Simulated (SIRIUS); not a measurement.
**ZnSe (Stilleite): equation of state with PBE**

Crystal: ZnSe (Stilleite).

```
Se Zn
1.0
     0.00000    2.83380    2.83380
     2.83380    0.00000    2.83380
     2.83380    2.83380    0.00000
Se Zn
1 1
Direct
  0.75000 0.75000 0.75000
  0.00000 0.00000 0.00000
```

```yaml
Program: SIRIUS 7.12.0
Task: equation of state
Functional: PBE
Potentials_or_basis: all-electron FP-LAPW
Cutoff: 193 eV
Basis: apw+lo standard
k_mesh: 8 × 8 × 8
Occupations: fermi-dirac, width 0.05 eV
Spin: no spin polarisation
Muffin_tin_radii: Se 2.23, Zn 2.23 bohr
Basis_cutoff_gk_cutoff: 3.77 1/bohr
Cutoff_of_density_and_potential_pw_cutoff: 20 1/bohr
lmax_of_the_basis: 10
lmax_of_density_and_potential: 8
Valence_relativity: iora
Core_states: Se 1s2s2p, Zn 1s2s2p
Local_orbitals_radial_functions: Se 14, Zn 13
Smallest_sphere_radius_times_basis_cutoff: 8.41
```

- Equilibrium volume: 23.54 Å³/atom
- Bulk modulus: 57 GPa
- Pressure derivative of the bulk modulus: 4.2 (rough: it moves with the points fitted)

Energy against volume, from the lowest point:
```csv
volume (Å³/atom),energy (meV/atom)
21.391,41.14
21.846,24.59
22.301,12.60
22.757,5.00
23.212,0.64
23.667,0.00
24.122,2.33
```

All runs of the series together: 7 min on 1 thread of Arm Neoverse V1, on a shared host.

PBE usually gives volumes a little too large and moduli too small. Zero-point motion and thermal expansion aren't in these numbers.
